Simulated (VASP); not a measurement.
# Cd8F15 (a cell with a defect) in VASP: further runs, part 3 of 3

VASP 6.6.1. Earlier steps stand in the parts before.

## Step 4: Single point, PBE

INCAR reads:

```
SYSTEM = Cd8F15
  PREC = Accurate
  ENCUT = 520
  EDIFF = 1E-6
  ISMEAR = 0
  SIGMA = 0.1
  LREAL = Auto
  LASPH = .TRUE.
  NELM = 100
  ALGO = Fast
  ISIF = 2
  LWAVE = .FALSE.
  LCHARG = .FALSE.
  GGA = PE
  NBANDS = 118
```

KPOINTS reads:

```
regular mesh
0
G
  2 2 2
  0 0 0
```

POSCAR reads:

```
Cd8F15
1.0
    0.0000000000      5.3942060000      5.3942060000
    5.3942060000      0.0000000000      5.3942060000
    5.3942060000      5.3942060000      0.0000000000
Cd F
8 15
Direct
    0.0006788766     -0.0003297983     -0.0004185973
   -0.0026423722      0.0043060091      0.4989391395
   -0.0026000119      0.4990690011      0.0041133023
   -0.0025049099      0.4991798608      0.4990567657
    0.4979975737     -0.0003313741     -0.0004236954
    0.4980002618     -0.0003212706      0.5022581637
    0.4980223225      0.5023547488     -0.0004413995
    0.5025025926      0.4990926375      0.4989686156
    0.1247920454      0.1243443428      0.1241917717
    0.3653357881      0.3838126501      0.3836485852
    0.1246945334      0.1244353664      0.6262778989
    0.3650599365      0.3840597671      0.8666351452
    0.1246838738      0.6264157320      0.1242971625
    0.3649634441      0.8667314522      0.3839762516
    0.3736796481      0.8753521834      0.8752237123
    0.6236516551      0.1251988708      0.1251814447
    0.8736916981      0.3754350501      0.3752674629
    0.6226143384      0.1243702966      0.6263555749
    0.8821027599      0.3838731780      0.8668773495
    0.6226318572      0.6264978571      0.1242291266
    0.8821487351      0.8670028545      0.3837474876
    0.6227327989      0.6264085947      0.6262330360
    0.8824140198      0.8666789885      0.8665379112
```

Potentials or basis: VASP PAW PBE potentials, release 64 (Cd, F).

Command:

```console
$ cat potpaw_PBE.64/Cd/POTCAR potpaw_PBE.64/F/POTCAR > POTCAR
$ mpirun -np 1 vasp_std > vasp.out
```

OUTCAR:

```text
SYSTEM = Cd8F15
   PREC = Accurate
   ENCUT = 520
   EDIFF = 1E-6
   ISMEAR = 0
   LREAL = Auto
   LASPH = .TRUE.
   NELM = 100
   ISIF = 2
   GGA = PE

 ion  position               nearest neighbor table
   1  0.001  1.000  1.000-  15 2.32  13 2.32  11 2.33   9 2.33  16 2.35  21 2.39  19 2.39  23 2.39

   2  0.997  0.004  0.499-  23 2.29  14 2.29  21 2.29  17 2.31  18 2.33   9 2.33  11 2.33   3 3.77
                             8 3.77   4 3.78
   3  0.997  0.499  0.004-  23 2.29  12 2.29  19 2.29  17 2.31   9 2.33  20 2.33  13 2.33   2 3.77
                             8 3.78   4 3.78
   4  0.997  0.499  0.499-  19 2.29  21 2.29  10 2.29  17 2.31  11 2.33  13 2.33  22 2.33   2 3.78
                             3 3.78   8 3.78
   5  0.498  1.000  1.000-  15 2.32  20 2.32   9 2.32  18 2.32  16 2.35  12 2.40  14 2.40  23 2.40
[... 8 lines left out ...]
  10  0.365  0.384  0.384-   8 2.29   4 2.29   7 2.39   6 2.39
  11  0.125  0.124  0.626-   1 2.33   6 2.33   4 2.33   2 2.33
  12  0.365  0.384  0.867-   3 2.29   8 2.29   7 2.39   5 2.40
  13  0.125  0.626  0.124-   1 2.32   7 2.33   4 2.33   3 2.33
  14  0.365  0.867  0.384-   2 2.29   8 2.29   6 2.39   5 2.40
  15  0.374  0.875  0.875-   6 2.32   5 2.32   7 2.32   1 2.32
  16  0.624  0.125  0.125-   5 2.35   1 2.35   6 2.35   7 2.35
  17  0.874  0.375  0.375-   2 2.31   3 2.31   8 2.31   4 2.31
  18  0.623  0.124  0.626-   5 2.32   6 2.33   8 2.33   2 2.33
  19  0.882  0.384  0.867-   3 2.29   4 2.29   7 2.39   1 2.39
  20  0.623  0.626  0.124-   5 2.32   7 2.33   8 2.33   3 2.33
  21  0.882  0.867  0.384-   2 2.29   4 2.29   6 2.39   1 2.39
  22  0.623  0.626  0.626-   6 2.32   7 2.33   4 2.33   8 2.33
  23  0.882  0.867  0.867-   2 2.29   3 2.29   1 2.39   5 2.40

  LATTYP: Found a face centered cubic cell.
 ALAT       =    10.7884120000

  Lattice vectors:

 A1 = (   0.0000000000,   5.3942060000,   5.3942060000)
 A2 = (   5.3942060000,   0.0000000000,   5.3942060000)
 A3 = (   5.3942060000,   5.3942060000,   0.0000000000)

Analysis of symmetry for initial positions (statically):
=====================================================================
 Subroutine PRICEL returns:
 Original cell was already a primitive cell.

 Routine SETGRP: Setting up the symmetry group for a
 face centered cubic supercell.

[... 173 lines left out ...]
   LRPA    =     F    only Hartree local field effects (RPA)
 non-spin polarized calculation
 RMM-DIIS sequential band-by-band and
 Gauss-broadening in eV      SIGMA  =   0.10
  energy-cutoff  :      520.00
  volume of cell :      313.92
 maximum number of plane-waves:      8480
 NGX is ok and might be reduce to    60

 number of electron     200.9999897 magnetization

 Free energy of the ion-electron system (eV)
  ---------------------------------------------------
  ext. energy  EPLUGINS =         0.00000000
  ---------------------------------------------------
  free energy    TOTEN  =       -80.87697479 eV

  energy without entropy =      -80.85239332  energy(sigma->0) =      -80.86468405

 E-fermi :   2.7315     XC(G=0): -10.2639

 val. band max:        2.6859853198   @ k =   0.5000   0.5000   0.5000
 cond. band min:       2.8905407137   @ k =   0.0000   0.5000   0.5000
 fundamental gap:      0.2045553939
 Fermi energy:         2.7314513647

 k-point     1 :       0.0000    0.0000    0.0000
  band No.  band energies     occupation
      1     -22.2501      2.00000
      2     -21.8607      2.00000
      3     -21.8422      2.00000
      4     -21.8422      2.00000
      5     -21.7947      2.00000
      6     -21.7947      2.00000
[... 909 lines left out ...]
    111       8.8088      0.00000
    112       8.8091      0.00000
 [bands above 112 left out]

------------------------ aborting loop because EDIFF is reached ----------------------------------------

  FORCE on cell =-STRESS in cart. coord.  units (eV):
  Direction    XX          YY          ZZ          XY          YZ          ZX
  --------------------------------------------------------------------------------------
  -------------------------------------------------------------------------------------
  Total       12.1997854     12.2009543     12.1990837     -0.0058010     -0.0108927     -0.0033807
  in kB       62.2658891     62.2718550     62.2623077     -0.0296074     -0.0555945     -0.0172548
  external PRESSURE =      62.2666839 kB  Pullay stress =       0.0000000 kB

 VOLUME and BASIS-vectors are now :
 -----------------------------------------------------------------------------
  energy-cutoff  :      520.00
  volume of cell :      313.92
      direct lattice vectors                 reciprocal lattice vectors
     0.000000000  5.394206000  5.394206000    -0.092692048  0.092692048  0.092692048
     5.394206000  0.000000000  5.394206000     0.092692048 -0.092692048  0.092692048
     5.394206000  5.394206000  0.000000000     0.092692048  0.092692048 -0.092692048

 POSITION                                       TOTAL-FORCE (eV/Angst)
 -----------------------------------------------------------------------------------
     10.78437      5.39561      5.39609         0.009966     -0.010223     -0.009293
      2.71461      8.07133      5.40318        -0.012896      0.012781     -0.013559
      2.71427      5.40237      8.07226        -0.012568     -0.013454      0.013066
      5.38469      8.07271      8.07337         0.013281      0.012280      0.012956
     10.78434      8.07822      8.07872         0.009864      0.009218      0.009535
      8.10176      5.39560      8.07879        -0.009305     -0.010171      0.009043
[... 15 lines left out ...]
      6.75701      6.73718      6.73813        -0.001621      0.000669     -0.000579
      9.34933      9.43421      9.43497         0.016733     -0.001324     -0.000545
 -----------------------------------------------------------------------------------
    total drift:                                0.002463     -0.006546     -0.003348

  FREE ENERGIE OF THE ION-ELECTRON SYSTEM (eV)
  ---------------------------------------------------
  free  energy   TOTEN  =       -80.8769747862 eV

  energy  without entropy=      -80.8523933181  energy(sigma->0) =      -80.86468405
```

stdout:

```text
POSCAR found type information on POSCAR CdF
 POSCAR found :  2 types and      23 ions
 scaLAPACK will be used
 LDA part: xc-table for (Slater+PW92), standard interpolation
 POSCAR, INCAR and KPOINTS ok, starting setup
 FFT: planning ... GRIDC
 FFT: planning ... GRID_SOFT
 FFT: planning ... GRID
 WAVECAR not read
 entering main loop
```

Run time: 4.3 min. Hardware: 1 thread of Intel Xeon 6975P-C (Granite Rapids), shared host; peak memory 0.58 GiB.

What came out:

```yaml
Free_energy: -80.8770 eV
Pressure: 6.2 GPa
Largest_force: 0.023 eV/Å
Band_gap_on_the_k_mesh: none (metal or under the smearing width)
```

Forces in eV/Å, atoms in the order of the input:
```
Cd   0.010 -0.010 -0.009
Cd  -0.013  0.013 -0.014
Cd  -0.013 -0.013  0.013
Cd   0.013  0.012  0.013
Cd   0.010  0.009  0.010
Cd  -0.009 -0.010  0.009
Cd  -0.009  0.009 -0.010
Cd   0.012 -0.012 -0.013
F    0.001 -0.001  0.000
F   -0.015  0.000 -0.001
F   -0.001 -0.002  0.001
F    0.000  0.018  0.001
F   -0.001  0.001 -0.002
F    0.000  0.001  0.019
F   -0.001  0.001  0.000
F    0.001  0.000  0.001
F   -0.001  0.001  0.001
F    0.000  0.000  0.001
F   -0.001  0.000 -0.017
F    0.000  0.001 -0.001
F    0.001 -0.016 -0.001
F   -0.002  0.001 -0.001
F    0.017 -0.001 -0.001
```

Levels at points of the mesh, in eV from the Fermi level:
```csv
k point,band 97,band 98,band 99,band 100,band 101,band 102,band 103,band 104,band 105,band 106
"(0.00, 0.00, 0.00)",-4.41,-4.30,-4.30,-4.30,-1.66,2.04,2.55,2.55,2.55,3.50
"(0.50, 0.00, 0.00)",-4.55,-4.45,-4.45,-4.40,-0.05,0.38,2.35,2.67,2.67,2.94
"(0.00, 0.50, 0.00)",-4.55,-4.45,-4.45,-4.40,-0.05,0.38,2.35,2.67,2.67,2.94
"(0.00, 0.00, 0.50)",-4.55,-4.45,-4.45,-4.40,-0.05,0.38,2.35,2.67,2.67,2.94
"(0.50, 0.50, 0.50)",-4.55,-4.45,-4.45,-4.39,-0.05,0.38,2.35,2.67,2.67,2.94
"(0.50, 0.50, 0.00)",-4.51,-4.51,-4.27,-4.27,0.16,0.81,1.77,2.09,2.09,2.40
"(0.00, 0.50, 0.50)",-4.51,-4.51,-4.27,-4.27,0.16,0.81,1.77,2.09,2.09,2.40
"(0.50, 0.00, 0.50)",-4.51,-4.51,-4.27,-4.27,0.16,0.81,1.77,2.09,2.09,2.40
```

Caveat: the k mesh is coarse (spacing up to 0.50 Å⁻¹), so the values aren't converged; an odd number of electrons without spin polarisation forces a metal; a magnetic or distorted state may lie lower.

## Step 5: Single point, PBE

INCAR reads:

```
SYSTEM = Cd8F15
PREC = Accurate ; ENCUT = 520
EDIFF = 1E-7 ; ISMEAR = 0
SIGMA = 0.1 ; LREAL = Auto
LASPH = .True. ; NELM = 60
ALGO = Fast ; ISIF = 2
LWAVE = .False. ; LCHARG = .False.
GGA = PE ; NBANDS = 118
```

KPOINTS reads:

```
Automatic mesh
0
Gamma
  2 2 2
  0 0 0
```

POSCAR reads:

```
Cd8F15
1.0
    0.0000000000      5.3942060000      5.3942060000
    5.3942060000      0.0000000000      5.3942060000
    5.3942060000      5.3942060000      0.0000000000
Cd F
8 15
Direct
   -0.0012072212     -0.0003394383      0.0015299749
    0.0014920639     -0.0027382158      0.5030377965
   -0.0160497208      0.5006656216      0.0143649501
    0.0015256184      0.4979071063      0.5030722779
    0.4930822071      0.0061868234     -0.0053700211
    0.4999785881     -0.0003395310      0.5003445363
    0.4930702498      0.5057171528     -0.0053823491
    0.5127727788      0.5006751689      0.4855233560
    0.1268576877      0.1250335082      0.1263126584
    0.3707822801      0.3806715947      0.3808189750
    0.1264969302      0.1225749443      0.6280743635
    0.3299312262      0.4191684559      0.8315242317
    0.1267954913      0.6215012923      0.1263685517
    0.3706589070      0.8673329309      0.3809323374
    0.3724383162      0.8766137222      0.8739529043
    0.6107243587      0.1382974621      0.1122055776
    0.8782323107      0.3708306653      0.3797721110
    0.6247563590      0.1250767027      0.6284251102
    0.8792957666      0.3807080226      0.8723066008
    0.6183328000      0.6307364791      0.1199072672
    0.8788842139      0.8701848799      0.3805072517
    0.6248098423      0.6214497555      0.6283597623
    0.8794101486      0.8672943710      0.8721827642
```

Command:

```console
$ cat potpaw_PBE.64/Cd/POTCAR potpaw_PBE.64/F/POTCAR > POTCAR
$ mpirun -np 1 vasp_std > vasp.out
```

Run time: 4.4 min. Hardware: 1 thread of Intel Xeon 6975P-C (Granite Rapids), shared host; peak memory 0.57 GiB.

Results (log left out):

| Quantity | Value |
| --- | --- |
| Free energy | -80.7771 eV |
| Pressure | 6.6 GPa |
| Largest force | 0.425 eV/Å |
| Band gap on the k mesh | none (metal or under the smearing width) |

Forces on the atoms (eV/Å):
```
Cd   0.006 -0.034 -0.007
Cd  -0.021 -0.002 -0.021
Cd  -0.049 -0.030  0.048
Cd   0.021 -0.002  0.021
Cd   0.025 -0.023  0.025
Cd  -0.006 -0.035  0.007
Cd  -0.026 -0.023 -0.025
Cd   0.048 -0.030 -0.048
F   -0.004 -0.024 -0.045
F   -0.012  0.004 -0.013
F    0.000 -0.020 -0.001
F   -0.001  0.425  0.001
F    0.045 -0.023  0.004
F    0.013  0.003  0.014
F    0.000 -0.035  0.000
F    0.001  0.057  0.000
F    0.001 -0.036  0.000
F   -0.044 -0.022 -0.006
F   -0.013  0.002 -0.014
F   -0.001 -0.026  0.000
F   -0.001 -0.105  0.000
F    0.005 -0.021  0.044
F    0.014  0.004  0.015
```

Stress tensor (GPa, compression positive):
```
 6.78  0.00 -0.58
 0.00  6.26  0.00
-0.58  0.00  6.78
```

Levels at points of the mesh, in eV from the Fermi level:
```
           k point  band 97  band 98  band 99  band 100  band 101  band 102  band 103  band 104  band 105  band 106
(0.00, 0.00, 0.00)    -4.46    -4.42    -4.37     -4.28     -1.70      1.97      2.39      2.58      2.58      3.35
(0.50, 0.00, 0.00)    -4.64    -4.51    -4.48     -4.41     -0.05      0.32      2.33      2.51      2.77      2.85
(0.00, 0.50, 0.00)    -4.61    -4.56    -4.51     -4.36     -0.04      0.28      2.21      2.64      2.79      2.81
(0.00, 0.00, 0.50)    -4.64    -4.51    -4.48     -4.41     -0.05      0.32      2.33      2.51      2.77      2.85
(0.50, 0.50, 0.50)    -4.61    -4.56    -4.51     -4.36     -0.04      0.28      2.21      2.64      2.79      2.81
(0.50, 0.50, 0.00)    -4.59    -4.49    -4.36     -4.33      0.17      0.74      1.64      2.02      2.11      2.30
(0.00, 0.50, 0.50)    -4.59    -4.49    -4.36     -4.33      0.17      0.74      1.64      2.02      2.11      2.30
(0.50, 0.00, 0.50)    -4.58    -4.58    -4.37     -4.27      0.18      0.75      1.67      1.96      2.13      2.33
```

Caveat: the k mesh is coarse (spacing up to 0.50 Å⁻¹), so the values aren't converged; an odd number of electrons without spin polarisation forces a metal; a magnetic or distorted state may lie lower.

## Step 6: Overview

| cell | gap on the mesh (eV) | pressure (GPa) | largest force (eV/Å) |
| --- | --- | --- | --- |
| Cm, 13.65 Å³/atom | none | 6.6 | 0.42 |
| P1, 13.65 Å³/atom | none | 6.2 | 0.02 |
| R3m, 13.65 Å³/atom | none | 6.2 | 0.02 |

Some of these runs hold the atoms at other places in the same cell, which the table doesn't show; runs alike in all that it shows share one row.

Alike in all rows: task single point; level PBE; potentials or basis VASP PAW PBE potentials, release 64 (Cd, F); no spin polarisation; k mesh 2 × 2 × 2; cutoff (eV) 520; smearing gaussian 0.1 eV; the mesh is coarse, so values aren't converged.

Caveats: all runs use coarse meshes; an odd number of electrons without spin polarisation forces a metal; a magnetic or distorted state may lie lower.

Absolute energies hang on the potentials; compare differences alone.
